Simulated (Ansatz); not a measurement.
Runs of Ansatz 0.2.0 on BaS. It takes space group Fm-3m (No. 225, cubic). Conventional cell: a = 6.388 Å, b = 6.388 Å, c = 6.388 Å, α = 90.00°, β = 90.00°, γ = 90.00°. Ba (site symmetry m-3m) is surrounded by 6 S at 3.19 Å. S (site symmetry m-3m) is surrounded by 6 Ba at 3.19 Å. 

```csv
task,level,cell,cutoff (eV),smearing,basis error allowed,gap on the mesh (eV),pressure (GPa)
relaxation of cell and atoms,PBE+D4,relaxed,-,fermi-dirac 0.05 eV,0.001 eV/atom,2.25,0.0
single point,PBE,as given,137,fermi-dirac 0.05 eV,0.001 eV/atom,2.26,0.8
single point,PBE,as given,137,gaussian 0.015 eV,0.001 eV/atom,2.26,0.8
band structure,LDA,as given,136,fermi-dirac 0.05 eV,0.001 eV/atom,(a),-2.5
single point,PBE,"atoms moved at random, drawn with an rms of 0.05 Å",142,fermi-dirac 0.05 eV,0.001 eV/atom,2.27,0.9
single point,PBE,as given,137,gaussian 0.013 eV,0.001 eV/atom,2.26,0.8
single point,PBE,as given,137,gaussian 0.012 eV,0.001 eV/atom,2.26,0.8
single point,PBE,as given,137,gaussian 0.019 eV,0.001 eV/atom,2.26,0.8
```

Alike in all rows: potentials or basis all-electron LAPW, scalar-relativistic; no spin polarisation; k mesh 7 × 7 × 7.

Task: Estimate the missing entries.

Result: (a) 2.07.

Caveats: spin-orbit coupling is left out, which moves the levels of the heavy elements; an odd mesh through Γ misses points on the zone boundary, where band edges often lie (some runs).

A k mesh can miss the band edges, and the runs leave out spin-orbit coupling on Ba.
